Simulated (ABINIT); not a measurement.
# AlN (P6_3mc) in ABINIT: further runs

The runs below take AlN through band structure, with AM05, r2SCAN.

Everything below comes from runs of ABINIT 10.8.3 (patched build). Logs are shortened: lines on timing, memory, paths and dates and some standing lists are left out, and cuts for length are marked. The log counts tension as positive stress, the text compression.

**Measured values to compare with.**

“Self-assembly of well-separated AlN nanowires directly on sputtered metallic TiN films”, 2019, arxiv:1910.07391 quotes, for a bulk crystal of AlN at 10 K: band gap 6.034 eV (an exciton energy, a little under the gap).

The results are compared with them further down.

### 1 The structure

It takes space group P6_3mc (No. 186, hexagonal). The conventional cell has a = 3.113 Å, b = 3.113 Å, c = 4.981 Å, α = 90.00°, β = 90.00°, γ = 120.00°. Al (site symmetry 3m) is surrounded by 4 N at 1.89 Å. Around N (site symmetry 3m) lie 4 Al at 1.89 Å.

### 2 Band structure, AM05

Input file run.abi:

```
# Datasets: ground state, then fixed potential
ndtset 2

# Pseudopotentials
pp_dirpath "./"
pseudos "Al.GGA_PBE-JTH.xml, N.GGA_PBE-JTH.xml"

# Structure
acell 3*1.0 Angstrom
rprim
     3.1130000000     0.0000000000     0.0000000000
    -1.5565000000     2.6959370820     0.0000000000
     0.0000000000     0.0000000000     4.9810000000
ntypat 2
znucl 13 7
natom 4
typat 1 1 2 2
xred
     0.6666666667     0.3333333333     0.5000000000
     0.3333333333     0.6666666667     0.0000000000
     0.6666666667     0.3333333333     0.8800000000
     0.3333333333     0.6666666667     0.3800000000

# Plane-wave basis
ecut 31.0
pawecutdg 53.0
pawxcdev 0

# Exchange and correlation
ixc -120135

# Bands and occupations
occopt 3
tsmear 0.05 eV

# SCF cycle
nstep 100

# Output
iomode 3
prtwf 0
prteig 0
prtebands 0
enunit 1
prtden1 1
prtvha1 1
prtvclmb1 1
prtpot1 1

# Dataset 1
kptopt1 1
ngkpt1 10 10 6
nshiftk1 1
shiftk1 0.0 0.0 0.0
nband1 12
tolvrs1 1.0e-9

# Dataset 2: bands along G-M-K-G-A-L-H-A
iscf2 -2
getden2 1
nband2 18
nbdbuf2 4
tolwfr2 1.0e-11
kptopt2 -7
ndivsm2 5
prteig2 1
kptbounds2
     0.0000000000     0.0000000000     0.0000000000
     0.5000000000     0.0000000000     0.0000000000
     0.3333333333     0.3333333333     0.0000000000
     0.0000000000     0.0000000000     0.0000000000
     0.0000000000     0.0000000000     0.5000000000
     0.5000000000     0.0000000000     0.5000000000
     0.3333333333     0.3333333333     0.5000000000
     0.0000000000     0.0000000000     0.5000000000
```

Potentials or basis: JTH PAW PBE v2.0.

Launch:

```
> abinit run.abi > log 2>&1
```

run.abo:

```text
.Version 10.8.3 of ABINIT
 DATASET    1 : space group P6_3 m c (#186); Bravais hP (primitive hexag.)
================================================================================
 Values of the parameters that define the memory need for DATASET  1.
     intxc =       0    ionmov =       0      iscf =      17    lmnmax =       8
     lnmax =       4     mgfft =      48  mpssoang =       2    mqgrid =    3085
     natom =       4  nloc_mem =       2    nspden =       1   nspinor =       1
    nsppol =       1      nsym =      12    n1xccc =       1    ntypat =       2
    occopt =       3   xclevel =       2
       mpw =        2352          nfft =       43200          nkpt =          56
 PAW method is used; the additional fine FFT grid is defined by:
   mgfftf=        64    nfftf =    102400
================================================================================
================================================================================

 DATASET    2 : space group P6_3 m c (#186); Bravais hP (primitive hexag.)
================================================================================
 Values of the parameters that define the memory need for DATASET  2.
     intxc =       0    ionmov =       0      iscf =      -2    lmnmax =       8
     lnmax =       4     mgfft =      48  mpssoang =       2    mqgrid =    3085
     natom =       4  nloc_mem =       2    nspden =       1   nspinor =       1
    nsppol =       1      nsym =      12    n1xccc =       1    ntypat =       2
    occopt =       3   xclevel =       2
       mpw =        2370          nfft =       43200          nkpt =          56
 PAW method is used; the additional fine FFT grid is defined by:
   mgfftf=        64    nfftf =    102400
================================================================================
================================================================================

--------------------------------------------------------------------------------
------------- Echo of variables that govern the present computation ------------
--------------------------------------------------------------------------------
 -outvars: echo values of preprocessed input variables --------
            acell      1.8897261259E+00  1.8897261259E+00  1.8897261259E+00 Bohr
              amu      2.69815390E+01  1.40067400E+01
             ecut      3.10000000E+01 Hartree
           enunit           1
           getden1          0
           getden2          1
             iscf1         17
             iscf2         -2
                       outvar_i_n : Printing only first  50 k-points.
              ixc     -120135
           jdtset        1    2
                       outvar_i_n : Printing only first  50 k-points.
           kptopt1          1
           kptopt2         -7
         kptrlatt       10    0    0      0   10    0      0    0    6
          kptrlen1     5.64763550E+01
          kptrlen2     3.00000000E+01
            natom           4
            nband1         12
            nband2         18
           nbdbuf1          0
           nbdbuf2          4
           ndtset           2
           ndivsm1          0
           ndivsm2          5
            ngfft          30      30      48
          ngfftdg          40      40      64
             nkpt          56
            nstep         100
             nsym          12
           ntypat           2
                       prtocc : prtvol=0, do not print more k-points.
           occopt           3
        pawecutdg      5.30000000E+01 Hartree
         pawxcdev           0
        prtebands           0
           prteig1          0
           prteig2          1
           prtpot1          1
           prtpot2          0
         prtvclmb1          1
         prtvclmb2          0
           prtvha1          1
           prtvha2          0
            prtwf           0
            rprim      3.1130000000E+00  0.0000000000E+00  0.0000000000E+00
                      -1.5565000000E+00  2.6959370820E+00  0.0000000000E+00
                       0.0000000000E+00  0.0000000000E+00  4.9810000000E+00
           shiftk1     0.00000000E+00  0.00000000E+00  0.00000000E+00
           shiftk2     5.00000000E-01  5.00000000E-01  5.00000000E-01
          spgroup         186
           tolvrs1     1.00000000E-09
           tolvrs2     0.00000000E+00
           tolwfr1     0.00000000E+00
           tolwfr2     1.00000000E-11
           tsmear      1.83746611E-03 Hartree
            typat      1  1  2  2
           useylm           1
                       outvars : Printing only first  50 k-points.
           xangst      1.5565000000E+00  8.9864569400E-01  2.4905000000E+00
[... 252 lines left out ...]
         ecut(hartree)=     31.000   => boxcut(ratio)=   2.03460

 Fine grid specifications (used for densities):

 getcut: wavevector=  0.0000  0.0000  0.0000  ngfft=  40  40  64
         ecut(hartree)=     53.000   => boxcut(ratio)=   2.07473
--------------------------------------------------------------------------------

================================================================================
 Non-SCF case, kpt    1 (  0.00000  0.00000  0.00000), residuals and eigenvalues=
  9.33E-12  1.75E-12  8.44E-12  9.70E-13  1.04E-12  5.16E-12  2.78E-12  1.18E-12
  1.40E-12  1.29E-12  5.65E-12  1.13E-12  5.06E-12  5.94E-12  1.94E-12  4.05E-12
  2.68E-12  2.34E-06
 -2.9148E-01 -2.1084E-01  4.2083E-02  2.3345E-01  2.3345E-01  2.5764E-01
  2.5764E-01  2.6429E-01  4.1783E-01  5.0640E-01  6.5042E-01  6.7037E-01
  6.7037E-01  7.4345E-01  7.4398E-01  7.4398E-01  7.9276E-01  7.9279E-01
 Non-SCF case, kpt    2 (  0.05556  0.00000  0.00000), residuals and eigenvalues=
  9.29E-12  1.70E-12  3.50E-12  1.65E-12  7.70E-12  1.35E-12  4.78E-12  1.45E-12
  1.71E-12  7.45E-12  6.19E-12  3.57E-12  6.89E-12  8.41E-12  2.76E-11  1.46E-10
  2.51E-10  1.92E-07
[... 367 lines left out ...]
 Non-SCF case, kpt   55 (  0.03030  0.03030  0.50000), residuals and eigenvalues=
  2.00E-12  3.36E-12  7.16E-13  8.27E-13  1.50E-12  5.92E-12  9.53E-13  2.17E-12
  2.39E-12  8.71E-12  2.15E-12  6.73E-12  5.20E-12  1.48E-12  3.90E-12  6.89E-12
  4.49E-05  6.13E-04
 -2.5720E-01 -2.5720E-01  1.4110E-01  1.4110E-01  2.4107E-01  2.4107E-01
  2.4409E-01  2.4409E-01  5.0347E-01  5.0347E-01  6.3098E-01  6.3098E-01
  6.8499E-01  6.8499E-01  6.8668E-01  6.8668E-01  9.0016E-01  9.0467E-01
 Non-SCF case, kpt   56 (  0.00000  0.00000  0.50000), residuals and eigenvalues=
  3.14E-12  8.47E-12  1.25E-12  2.60E-12  2.73E-12  5.37E-12  2.66E-12  7.52E-12
  2.52E-12  9.20E-12  8.58E-12  2.61E-12  7.10E-12  4.11E-12  8.78E-12  2.33E-12
  2.55E-05  7.35E-05
 -2.5834E-01 -2.5834E-01  1.4134E-01  1.4134E-01  2.4519E-01  2.4519E-01
  2.4519E-01  2.4519E-01  4.9984E-01  4.9984E-01  6.4001E-01  6.4001E-01
  6.8187E-01  6.8187E-01  6.8187E-01  6.8187E-01  9.1728E-01  9.1830E-01

--- !ResultsGS
iteration_state: {dtset: 2, }
comment   : Summary of ground state results
lattice_vectors:
- [  5.8827174,   0.0000000,   0.0000000, ]
- [ -2.9413587,   5.0945827,   0.0000000, ]
- [  0.0000000,   0.0000000,   9.4127258, ]
lattice_lengths: [   5.88272,    5.88272,    9.41273, ]
lattice_angles: [ 90.000,  90.000, 120.000, ] # degrees, (23, 13, 12)
lattice_volume:   2.8209931E+02
convergence: {deltae:  0.000E+00, res2:  0.000E+00, residm:  9.999E-12, diffor:  0.000E+00, }
etotal    :  -2.43275345E+01
entropy   :   0.00000000E+00
fermie    :   3.23527202E-01
cartesian_stress_tensor: null
pressure_GPa: null
xred      :
- [  6.6667E-01,   3.3333E-01,   5.0000E-01, Al]
- [  3.3333E-01,   6.6667E-01,   0.0000E+00, Al]
- [  6.6667E-01,   3.3333E-01,   8.8000E-01,  N]
- [  3.3333E-01,   6.6667E-01,   3.8000E-01,  N]
cartesian_forces: null
force_length_stats: {min: null, max: null, mean: null, }
...

 Integrated electronic density in atomic spheres:
 ------------------------------------------------
 Atom  Sphere_radius  Integrated_density
    1        1.90363          0.90209730
    2        1.90363          0.90209730
    3        1.20497          2.61314877
    4        1.20497          2.61314877

================================================================================

 ----iterations are completed or convergence reached----

 Mean square residual over all n,k,spin=   41.425E-13; max=  99.995E-13
 reduced coordinates (array xred) for    4 atoms
       0.666666666667      0.333333333333      0.500000000000
       0.333333333333      0.666666666667      0.000000000000
       0.666666666667      0.333333333333      0.880000000000
       0.333333333333      0.666666666667      0.380000000000

 cartesian coordinates (angstrom) at end:
    1      1.55650000000000     0.89864569400000     2.49050000000000
    2      0.00000000000000     1.79729138800000     0.00000000000000
    3      1.55650000000000     0.89864569400000     4.38328000000000
    4      0.00000000000000     1.79729138800000     1.89278000000000
 length scales=  1.889726125908  1.889726125908  1.889726125908 bohr
              =  1.000000000000  1.000000000000  1.000000000000 angstroms
 Eigenvalues (   eV  ) for nkpt=  56  k points:
 kpt#   1, nband= 18, wtk=  1.00000, kpt=  0.0000  0.0000  0.0000 (reduced coord)
  -7.93149   -5.73717    1.14514    6.35252    6.35252    7.01072    7.01072    7.19163
  11.36987   13.77993   17.69896   18.24165   18.24165   20.23017   20.24481   20.24481
  21.57212   21.57280
 kpt#   2, nband= 18, wtk=  1.00000, kpt=  0.0556  0.0000  0.0000 (reduced coord)
  -7.89153   -5.71428    1.19235    6.16058    6.29711    6.81172    7.00636    7.17619
  11.56938   13.95272   17.53244   17.93527   18.35726   20.09390   20.29222   20.29301
  20.95993   21.36940
 kpt#   3, nband= 18, wtk=  1.00000, kpt=  0.1111  0.0000  0.0000 (reduced coord)
  -7.77310   -5.64820    1.33292    5.63839    6.15091    6.32668    6.98352    7.12091
  12.05742   14.38804   17.03788   17.30971   18.69196   19.75834   20.09875   20.24157
  20.71739   21.18831
 kpt#   4, nband= 18, wtk=  1.00000, kpt=  0.1667  0.0000  0.0000 (reduced coord)
  -7.58079   -5.54704    1.56365    4.91511    5.71356    5.95294    6.93119    7.01802
  12.64199   14.83238   16.25839   16.86953   19.18466   19.45793   19.46768   19.87264
  21.05893   21.51634
 kpt#   5, nband= 18, wtk=  1.00000, kpt=  0.2222  0.0000  0.0000 (reduced coord)
[... 193 lines left out ...]
  14.09933   14.09933   16.40282   16.40282   18.82618   18.82618   19.27210   19.27210
  23.67631   23.67637
 kpt#  54, nband= 18, wtk=  1.00000, kpt=  0.0606  0.0606  0.5000 (reduced coord)
  -6.90672   -6.90672    3.80511    3.80511    6.27832    6.27832    6.55028    6.55028
  13.92475   13.92475   16.72436   16.72436   18.82176   18.82176   18.90287   18.90287
  24.06578   24.33296
 kpt#  55, nband= 18, wtk=  1.00000, kpt=  0.0303  0.0303  0.5000 (reduced coord)
  -6.99868   -6.99868    3.83939    3.83939    6.55996    6.55996    6.64198    6.64198
  13.70008   13.70008   17.16981   17.16981   18.63957   18.63957   18.68557   18.68557
  24.49456   24.61745
 kpt#  56, nband= 18, wtk=  1.00000, kpt=  0.0000  0.0000  0.5000 (reduced coord)
  -7.02983   -7.02983    3.84610    3.84610    6.67207    6.67207    6.67207    6.67207
  13.60140   13.60140   17.41549   17.41549   18.55468   18.55468   18.55468   18.55468
  24.96034   24.98834

== END DATASET(S) ==============================================================
================================================================================

 -outvars: echo values of variables after computation  --------
            acell      1.8897261259E+00  1.8897261259E+00  1.8897261259E+00 Bohr
           etotal1    -2.4327534534E+01
            fcart1    -0.0000000000E+00 -1.9819914813E-29 -2.6679070140E-03
                      -0.0000000000E+00  6.6066382710E-30 -2.6679070140E-03
                      -0.0000000000E+00  6.6066382710E-30  2.6679070140E-03
                      -0.0000000000E+00  6.6066382710E-30  2.6679070140E-03
            rprim      3.1130000000E+00  0.0000000000E+00  0.0000000000E+00
                      -1.5565000000E+00  2.6959370820E+00  0.0000000000E+00
                       0.0000000000E+00  0.0000000000E+00  4.9810000000E+00
           strten1    -3.7391741047E-05 -3.7391741043E-05 -8.3046733885E-05
                       0.0000000000E+00  0.0000000000E+00  0.0000000000E+00
           xangst      1.5565000000E+00  8.9864569400E-01  2.4905000000E+00
                       2.0731891839E-17  1.7972913880E+00  0.0000000000E+00
                       1.5565000000E+00  8.9864569400E-01  4.3832800000E+00
                       2.0731891839E-17  1.7972913880E+00  1.8927800000E+00
             xred      6.6666666667E-01  3.3333333333E-01  5.0000000000E-01
                       3.3333333333E-01  6.6666666667E-01  0.0000000000E+00
                       6.6666666667E-01  3.3333333333E-01  8.8000000000E-01
                       3.3333333333E-01  6.6666666667E-01  3.8000000000E-01
 Calculation completed.
```

Run time: 72 s. Hardware: 1 thread of Arm Neoverse V2, shared host; peak memory 0.15 GiB.

Results:

| Item | Value |
| --- | --- |
| Free energy | -661.9859 eV |
| Pressure | 1.5 GPa |
| Largest force | 0.137 eV/Å |
| Band gap on the k mesh | 4.18 eV, direct |
| Band gap along the path | 4.18 eV, direct |
| Valence electrons inside the program's atomic spheres | Al 0.90; N 2.61 |

Forces on the atoms (eV/Å):
```
Al   0.000  0.000 -0.137
Al   0.000  0.000 -0.137
N    0.000  0.000  0.137
N    0.000  0.000  0.137
```

Stress tensor (GPa, compression positive):
```
1.10 0.00 0.00
0.00 1.10 0.00
0.00 0.00 2.44
```

Levels at the corners of the path, in eV from the valence-band top:
| point | band 5 | band 6 | band 7 | band 8 | band 9 | band 10 | band 11 | band 12 |
| --- | --- | --- | --- | --- | --- | --- | --- | --- |
| Γ | -0.84 | -0.18 | -0.18 | 0.00 | 4.18 | 6.59 | 10.51 | 11.05 |
| M | -3.37 | -2.09 | -1.81 | -0.66 | 5.69 | 5.70 | 8.12 | 10.20 |
| K | -3.79 | -2.45 | -2.41 | -2.41 | 4.90 | 8.27 | 9.58 | 9.58 |
| Γ | -0.84 | -0.18 | -0.18 | 0.00 | 4.18 | 6.59 | 10.51 | 11.05 |
| A | -0.52 | -0.52 | -0.52 | -0.52 | 6.41 | 6.41 | 10.22 | 10.22 |
| L | -1.45 | -1.45 | -1.37 | -1.37 | 5.20 | 5.20 | 9.17 | 9.17 |
| H | -3.89 | -3.89 | -0.79 | -0.79 | 7.31 | 7.31 | 7.75 | 7.75 |
| A | -0.52 | -0.52 | -0.52 | -0.52 | 6.41 | 6.41 | 10.22 | 10.22 |

Caveat: the PAW data sets were made with another functional, which shifts forces and pressure a little.

[end of part 1 of 2]
